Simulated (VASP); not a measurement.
## VASP 6.6.1 run: BeTe

INCAR

```
NELM = 75
LREAL = .FALSE.
NBANDS = 2
GGA = PE
NSW = 0
LCHARG = .FALSE.
SIGMA = 0.02
ISIF = 2
IBRION = -1
ENCUT = 520
LWAVE = .FALSE.
EDIFF = 1E-7
ISMEAR = -1
LASPH = .TRUE.
PREC = Accurate
```

KPOINTS

```
KPOINTS created by Atomic Simulation Environment
0
Gamma
8 8 8
0 0 0
```

POSCAR

```
Be Te
 1.0000000000000000
     0.0000000000000000    2.9134823310000000    2.7623335121000001
     2.9134823310000000    0.0000000000000000    2.7623335121000001
     2.9134823310000000    2.9134823310000000    0.0000000000000000
 Be  Te
   1   1
Cartesian
  0.0000000000000000  0.0000000000000000  0.0000000000000000
  1.4567411655000002  1.4567411655000002  1.3811667560500001
```

The recommended PBE PAW datasets give the neutral cell 8 valence electrons.

Command

```
mpirun -np 1 vasp_std
```

**Question.** How does this run end, and what does it give?

**Answer.** VASP stopped before the first electronic step.

Standard output (part)

```
POSCAR found type information on POSCAR BeTe
 POSCAR found :  2 types and       2 ions
 LDA part: xc-table for (Slater+PW92), standard interpolation
|     EEEEEEE  RRRRRR   RRRRRR   OOOOOOO  RRRRRR      ###     ###     ###     |
|     E        R     R  R     R  O     O  R     R     ###     ###     ###     |
|     E        R     R  R     R  O     O  R     R     ###     ###     ###     |
|     EEEEE    RRRRRR   RRRRRR   O     O  RRRRRR       #       #       #      |
|     E        R    R   R    R   O     O  R    R      ###     ###     ###     |
|     EEEEEEE  R     R  R     R  OOOOOOO  R     R     ###     ###     ###     |
|     The number of bands is not sufficient to hold all electrons. I am       |
|     sorry, but this calculation does not make sense. If you want to         |
|     calculate only selected states, you need to set either EFERMI or        |
|     EREF. EREF specifies around which energy states are supposed to be      |
|     calculated.                                                             |
|     I found NBANDS = 2, NELECT = 8.                                         |
|       ---->  I REFUSE TO CONTINUE WITH THIS SICK JOB ... BYE!!! <----       |
```

The fault: too few bands.
